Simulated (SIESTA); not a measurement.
BaTiO3 in SIESTA: the effect of strain zz

The system is BaTiO3.

```xyz
10
Lattice="-0.0916 0.0228 -3.8039 3.8809 4.1318 0.0658 3.9232 -4.1741 0.1093" Properties=species:S:1:pos:R:3 pbc="T T T"
Ba   -0.0891    0.0216   -3.7943
Ba    3.8099   -0.0081   -3.7157
Ti    5.8057   -2.0917   -1.7629
Ti    5.7813    2.0621   -1.7958
O     5.7605   -2.0831   -3.6580
O     5.8496    2.0349    0.1132
O     1.9215   -0.0035   -1.8355
O     5.8095   -0.0035   -1.7683
O     3.8686   -2.0813   -1.8159
O     3.8553    2.0567   -1.8274
```

The cell isn't the ideal one: cell strained along z.

Alike in all runs:

```yaml
Program: SIESTA 5.4.2
Task: single point
Functional: PBE
Potentials_or_basis: PseudoDojo 0.4 standard (PBE files)
Basis: DZP (energy shift 0.003 Ry; two zetas on semicore shells; d shell added on Ba)
Grid_cutoff: 800 Ry
Energy_shift: 0.003 Ry
k_mesh: 7 × 5 × 5
Occupations: fermi-dirac, width 0.05 eV
Spin: no spin polarisation
```

```tsv
strain zz	gap on the mesh (eV)	pressure (GPa)	largest force (eV/Å)
-0.04	1.49	14.2	0.29
-0.02	1.51	9.3	0.28
-0.01	?	?	?
0	1.51	5.1	0.27
0.01	1.50	3.3	0.27
0.02	1.49	1.6	0.27
0.04	1.45	-1.4	0.26
```

Q: What does the run with strain zz -0.01 give?

A: gap on the mesh 1.51 eV; pressure 7.1 GPa; largest force 0.28 eV/Å.

Worked out: A parabola through the other rows of the gap on the mesh, of slope -0.0152 eV per unit of strain zz there, gives 1.51 eV, against the run's 1.51. A parabola through the other rows of the pressure, of slope -210 GPa per unit of strain zz there, gives 7.2 GPa, against the run's 7.1. A straight line through the other rows of the largest force, of slope -0.351 eV/Å per unit of strain zz, gives 0.28 eV/Å, against the run's 0.28.

Caveats: this set's barium file shifts pressures by up to 1 GPa against other sets; spin-orbit coupling is left out, which moves the levels of the heavy elements; an odd mesh through Γ misses points on the zone boundary, where band edges often lie; the basis of atomic orbitals isn't converged, which shifts pressures, moduli and gaps.
